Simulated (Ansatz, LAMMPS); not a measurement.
# Relaxing amorphous SiO2 (96 atoms), part 3 of 3

Aim: bring amorphous SiO2 (96 atoms) to a nearby minimum of the energy and see what moves.

Ansatz 0.2.0; Kohn-Sham DFT, PBE, PAW (set soft_2), plane waves.

The cell: 32 Si and 64 O. The quench rate of 50 K/ps far exceeds what a furnace or splat quench reaches. The starting topology of bonds comes from the classical model. The Brillouin zone is sampled at Γ only, in a cell whose shortest periodic width is 11 Å.

So far. Step 4 (Relaxation): The relaxation changed the energy by -58.9 meV/atom, and atoms moved by 0.25 Å r.m.s., 1.1 Å at most. Step 7 (Functional HSE06): Forces differ from those of the single point at the relaxed geometry by 193 meV/Å r.m.s.; the pressure by -4.3 GPa and the gap by +1.6 eV. It took 3 min and 19 cycles; the reference's time can't be set against it, since the two runs asked for unlike analyses.

**7. Functional HSE06 (continued)**

Löwdin charges by element and coordination (they lack the spilled electrons, 0.075 e an atom on average):

```tsv
element	coordination	atoms	mean charge (e)	spread	least	most
O	all	64	-0.814	0.0168	-0.902	-0.746
O	1	1	-0.902	0	-0.902	-0.902
O	2	62	-0.814	0.0096	-0.844	-0.792
O	3	1	-0.746	0	-0.746	-0.746
Si	all	32	1.85	0.0281	1.72	1.88
```

States in the cell by windows of 1 eV, zero at the Fermi level; the larger projections on atomic orbitals stand beside the total:

```tsv
from (eV)	to (eV)	total	O p	Si p	Si s
-18	-15	0.0	0.0	0.0	0.0
-15	-14	8.9	5.9	0.3	2.3
-14	-13	13.5	9.1	0.7	3.1
-13	-12	17.7	12.4	1.6	2.8
-12	-11	19.1	14.1	2.6	1.7
-11	-10	43.3	33.7	8.4	0.5
-10	-9	26.0	20.4	4.5	0.3
-9	-8	26.8	22.1	2.8	0.1
-8	-7	61.9	55.5	3.5	0.1
-7	-6	82.0	76.9	2.4	0.1
-6	-5	69.1	66.7	0.9	0.1
-5	-4	9.5	9.3	0.1	0.0
-4	-3	2.0	1.7	0.0	0.0
-3	-2	4.0	3.6	0.2	0.0
-2	2	0.0	0.0	0.0	0.0
2	3	2.0	0.1	0.1	1.1
3	4	7.7	0.6	2.1	2.5
4	5	16.1	1.2	6.4	3.3
```

Between -26 and -18 eV lie 126 more states.

The levels nearest the highest filled one (over half full), pooled over k-points and spins:

```tsv
level less the highest filled one (eV)	occupation
-2.64	2
-2.54	2
-2.45	2
-1.60	2
-0.0204	2
0	2
4.41	0
5.64	0
5.87	0
6.13	0
6.17	0
6.32	0
```

**8. Functional r2SCAN (500 eV)**

The meta-GGA r2SCAN uses the kinetic energy density as well as the density and its gradient. Besides, the cutoff goes from 420 to 500 eV.

This step: Kohn-Sham DFT, r2SCAN, PAW (set soft_2), plane waves (Ansatz 0.2.0).

File input.yaml:

```yaml
crystal:
  lattice:
    - [11.4986, 0.0, 0.0]
    - [0.0, 11.4986, 0.0]
    - [0.0, 0.0, 11.4986]
  atoms:
    [... the 96 atom lines of step 6 ...]
kpoints:
  mp_grid: { grid: [1, 1, 1] }
hamiltonian:
  xc: r2scan
scf:
  occupations: { method: fermi_dirac, width: 0.025 }
output:
  forces: true
  stress: true
  populations: true
  dos:
    method: { smearing: { sigma: 0.08 } }
    de: 0.05
    projected: { site_lists: { O: [O], Si: [Si] } }
  eigenvalues: true
```

Command:

```bash
$ ansatz run input.yaml --threads 4 --pin off --max-ram 8192MiB --backend cpu --events-out ev --progress --plain --runs-dir out
```

The job ended after 26 s (4 threads of Intel Xeon 6975P-C (Granite Rapids), shared host; peak memory 4.2 GiB).

Geometry and reference: those of the single point at the relaxed geometry.

Forces differ from those of the single point at the relaxed geometry by 161 meV/Å r.m.s.; the pressure by -4.2 GPa and the gap by +0.59 eV. It took 26 s and 9 cycles; the reference's time can't be set against it, since the two runs asked for unlike analyses.

**9. Functional PBEsol**

PBEsol restores the gradient expansion of exchange for slowly varying densities and usually gives shorter bonds in solids than PBE.

This step: Kohn-Sham DFT, PBEsol, PAW (set soft_2), plane waves (Ansatz 0.2.0).

input.yaml, as its differences from that of step 8:

```diff
@@ -10,3 +10,3 @@
 hamiltonian:
-  xc: r2scan
+  xc: pbesol
 scf:
```

Wall time 10 s (4 threads); peak memory 1.8 GiB.

Geometry and reference: those of the single point at the relaxed geometry.

Forces differ from those of the single point at the relaxed geometry by 62 meV/Å r.m.s.; the pressure by -2.1 GPa and the gap by -0.020 eV.

**10. What each setting buys**

Each row is set against the single point at the relaxed geometry (Kohn-Sham DFT, PBE, PAW (set soft_2), plane waves; r.m.s. force component 0.00323 eV/Å). Times are for 4 threads of Intel Xeon 6975P-C (Granite Rapids), shared host. The reference's time includes grids, which some other runs skip.

```tsv
run	Δ force, r.m.s. (meV/Å)	Δ pressure (GPa)	Δ gap (eV)	cycles	time	host memory (GiB)
reference	-	-	-	9	10 s	1.8
functional HSE06	193	-4.35	1.63	19	3 min	4.6
functional r2SCAN (500 eV)	161	-4.23	0.593	9	26 s	4.2
functional PBEsol	61.8	-2.13	-0.0196	9	10 s	1.8
```

**11. Summary of results**

| Property | Result |
| --- | --- |
| energy change in the relaxation | -58.91 meV/atom |
| r.m.s. displacement | 0.254 Å |
| largest displacement | 1.102 Å |
| free energy per atom | -591.2745 eV/atom |
| pressure | -0.915 GPa |
| r.m.s. force component | 0.00323 eV/Å |
| gap (highest filled to lowest empty level) | 2.78 eV |
| wall time of the 6 DFT runs | 5.3 min |

**Reading.** Relaxation lowers the energy by 58.9 meV/atom and moves atoms by 0.25 Å r.m.s.; the r.m.s. force component goes from 0.73 to 0.0032 eV/Å. By the final cutoffs 0 of 126 bonded pairs parted and 2 joined. First to last step the energy falls by 5.656 eV; the largest move, 1.10 Å, is that of O36. The O-Si bonds go from 1.616 Å (spread 0.018) to 1.637 Å (spread 0.035), and their number from 126 to 128. With the cutoffs above, 97 % of O atoms have 2 and all Si atoms have 4 bonded neighbours. 97 % of the oxygens bridge two formers (Si) and 2 % are non-bridging; 2 % join three. Between filled and empty levels lie 2.78 eV (at Γ alone); a semilocal functional tends to put such gaps too low. In a disordered cell it changes from sample to sample, and tail or defect levels can set it.

Among the changes of functional, dispersion, potentials or spin set against this reference, functional HSE06 moves the forces most, by 193 meV/Å r.m.s. The gap changes by +1.63 eV with HSE06.

Caveats: The network of bonds at the start is that of the classical potential that made the cell; in DFT 0 of its 126 bonded pairs passed out of the cutoffs and 2 came within them. The stress is far from hydrostatic: its diagonal is -2.6, -1.6, 1.5 GPa, compression counted positive.

Against the measurements quoted at the start:

```tsv
quantity	measured	this cell	difference	method of the measurement
nearest Si–O distance	1.61 Å	1.64 Å	+1.7 %	high-energy XRD, PDF Gaussian fit
nearest Si–Si distance	3.08 Å	3.12 Å	+1.3 %	diffraction, Gaussian radial peak fit
nearest O–O distance	2.63 Å	2.67 Å	+1.5 %	diffraction, Gaussian radial peak fit
number of O about Si	4	4	+0.0 %	high-energy XRD, PDF Gaussian fit
Si–O–Si angle	148.3 °	143 °	-3.4 %	x-ray and neutron diffraction, model fit
```

The cell differs from the measured distances by up to 1.7 %, neighbour counts by up to 0.0 % and angles by up to 3.4 %. Distances of this cell are positions of the first main peak of g(r), or bond means where the peak is narrow; means over all bonds within a cutoff lie farther out for broad shells. The network comes from the model that made the cell; in DFT 0 of its 126 bonded pairs passed out of the cutoffs and 2 came within them. Our coordination numbers hang on a cutoff, and experiments count neighbours in their own ways.

[Logs are printed without paths, hosts, clocks, repeated set-up lines and the standing remarks that a program may print on its own settings, such as how far it seeks lower states.]

[Hosts, paths, dates, database ids (printed as entryN), source tags and the programs' standing remarks are cut or masked in the printed files.]
